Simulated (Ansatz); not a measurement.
A (210) slab of TaN (Fm-3m (No. 225)), 12 planes, outer planes TaN (top) and TaN (bottom), with 24 atoms (Ta12N12) in a surface cell of A = 21.611 Å², as cut from the bulk:

```yaml
crystal:
  lattice:
    - [4.39653, 0.00000, 0.00000]
    - [-2.19827, 4.91547, 0.00000]
    - [0.00000, 0.00000, 25.81404]
  atoms:
    - { symbol: Ta, position: [0.20000, 0.40000, 0.29054] }
    - { symbol: N, position: [0.70000, 0.40000, 0.29054] }
    - { symbol: Ta, position: [0.90000, 0.80000, 0.32862] }
    - { symbol: N, position: [0.40000, 0.80000, 0.32862] }
    - { symbol: Ta, position: [0.60000, 0.20000, 0.36671] }
    - { symbol: N, position: [0.10000, 0.20000, 0.36671] }
    - { symbol: Ta, position: [0.30000, 0.60000, 0.40479] }
    - { symbol: N, position: [0.80000, 0.60000, 0.40479] }
    - { symbol: Ta, position: [0.00000, 0.00000, 0.44287] }
    - { symbol: N, position: [0.50000, 0.00000, 0.44287] }
    - { symbol: Ta, position: [0.70000, 0.40000, 0.48096] }
    - { symbol: N, position: [0.20000, 0.40000, 0.48096] }
    - { symbol: Ta, position: [0.40000, 0.80000, 0.51904] }
    - { symbol: N, position: [0.90000, 0.80000, 0.51904] }
    - { symbol: Ta, position: [0.10000, 0.20000, 0.55713] }
    - { symbol: N, position: [0.60000, 0.20000, 0.55713] }
    - { symbol: Ta, position: [0.80000, 0.60000, 0.59521] }
    - { symbol: N, position: [0.30000, 0.60000, 0.59521] }
    - { symbol: Ta, position: [0.50000, 0.00000, 0.63329] }
    - { symbol: N, position: [0.00000, 0.00000, 0.63329] }
    - { symbol: Ta, position: [0.20000, 0.40000, 0.67138] }
    - { symbol: N, position: [0.70000, 0.40000, 0.67138] }
    - { symbol: Ta, position: [0.90000, 0.80000, 0.70946] }
    - { symbol: N, position: [0.40000, 0.80000, 0.70946] }
```

Method: DFT r2SCAN, scalar-relativistic, plane waves, PAW in Ansatz. Plane waves to 500 eV, a k mesh through Γ of 9×7×1 on the computed 24-atom cell and Gaussian smearing (0.10 eV); no spin polarisation.

Against the same 24 atoms in the bulk, the slab as cut lies 6.275 eV higher and the relaxed slab 3.350 eV higher.

Q: Work out the surface energy before and after relaxation.

A: The slab has two faces, so γ = (E_slab − N·E_bulk)/(2A), the mean of both. As cut: 6.275/(2 × 21.611) = 0.1452 eV/Å², and 1 eV/Å² = 16.02 J/m², so γ = 2.33 J/m². Relaxed: 3.350/(2 × 21.611) = 0.0775 eV/Å² = 1.24 J/m². Relaxation recovers 47 % of the cost of cutting.

Q: What is the ideal work of this cut, per area?

A: Griffith's ideal work is 2γ: 4.65 J/m² if the new faces stay rigid, 2.48 J/m² if they relax. One thickness was run, 12 planes, so γ can still shift with it.

The reference crystal is the rock-salt form of TaN, which isn't its usual structure.

Relaxation recovers 47 % of the cost of cutting, a large share for a compact, strongly bonded nitride, so the rigid cut is a poor guide to the energy of the equilibrated face. The (210) orientation probably accounts for part of this. It is an open, step-like termination on which the outermost Ta and N atoms lose more neighbours than those just beneath, and the closely spaced planes let several layers share the adjustment. Each plane contains both elements in equal number, so the cost comes mainly from severed Ta d–N p bonds rather than from a polar charge imbalance. Shortening the remaining bonds and rumpling Ta against N probably restores part of that bonding.

A second contribution is possible. Stoichiometric rock-salt TaN is prone to lattice instability, and a cut removes symmetry constraints that hold the bulk reference in place. If the slab interior also distorted, 1.24 J/m² would include a bulk-like energy gain and understate the true surface cost. The total energies alone can't separate that gain from relaxation confined to the faces.
